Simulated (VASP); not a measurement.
A run of VASP 6.6.1 is set up as follows.

File INCAR:

```
ALGO = Fast ; EDIFF = 1E-6
ENCUT = 520 ; GGA = PS
ISIF = 2 ; ISMEAR = 0
LASPH = True ; LCHARG = False
LREAL = Auto ; LWAVE = False
NBANDS = 34 ; NELM = 100
PREC = Accurate ; SIGMA = 0.1
```

The input KPOINTS:

```
k-points
0
Gamma
  6 4 1
```

The input POSCAR:

```
Be18H
1.0
    4.5800000000      0.0000000000      0.0000000000
    3.4350000000      5.9495950000      0.0000000000
    0.0000000000      0.0000000000     14.5884300000
Be H
18 1
Direct
    0.0000000000      0.0000000000      0.0685474722
    0.5000000000      0.0000000000      0.0685474722
    0.0000000420      0.3333332773      0.0685474722
    0.5000000420      0.3333332773      0.0685474722
   -0.0000000420      0.6666667227      0.0685474722
    0.4999999580      0.6666667227      0.0685474722
   -0.1654407431      0.2224848918      0.1953051151
    0.3296627870      0.2249008546      0.1945561654
   -0.1670041142      0.5541720067      0.1904084264
    0.3365798168      0.5532563141      0.1958118865
   -0.1705993599      0.8905907041      0.1964374508
    0.3377836012      0.8862166248      0.1958754300
    0.0005875227     -0.0011231017      0.3226834553
    0.4953455652      0.0048746175      0.3203997963
    0.0030470522      0.3288237267      0.3208667417
    0.5056898221      0.3252060014      0.3183227393
    0.0018705226      0.6676832625      0.3205735641
    0.4952992657      0.6683380970      0.3206074951
    0.8334741281      0.5549122251      0.3767539070
```

Potentials or basis: VASP PAW PBE potentials, release 64 (Be, H).

The run is started by

```console
$ cat potpaw_PBE.64/Be/POTCAR potpaw_PBE.64/H/POTCAR > POTCAR
$ mpirun -np 1 vasp_std > vasp.out
```

Task: Predict the largest force.

Result: 0.113 eV/Å.

Task: Estimate the band gap on the k mesh.

Result: None (metal or under the smearing width).

Forces on the atoms (eV/Å):
```
Be   0.035 -0.036 -0.087
Be  -0.030 -0.062  0.014
Be  -0.036 -0.035  0.037
Be   0.030 -0.004  0.041
Be  -0.012  0.080 -0.078
Be   0.015  0.056 -0.017
Be   0.007  0.000  0.015
Be  -0.004  0.000  0.001
Be  -0.014 -0.001  0.000
Be   0.009 -0.007  0.003
Be  -0.005 -0.002 -0.004
Be  -0.001  0.002 -0.001
Be   0.019  0.021  0.025
Be  -0.015 -0.002  0.010
Be   0.001  0.014 -0.012
Be  -0.003  0.006  0.018
Be  -0.021 -0.019  0.023
Be   0.022 -0.014 -0.003
H    0.004  0.003  0.014
```

Caveat: the PAW data sets were made with another functional, which shifts forces and pressure a little.
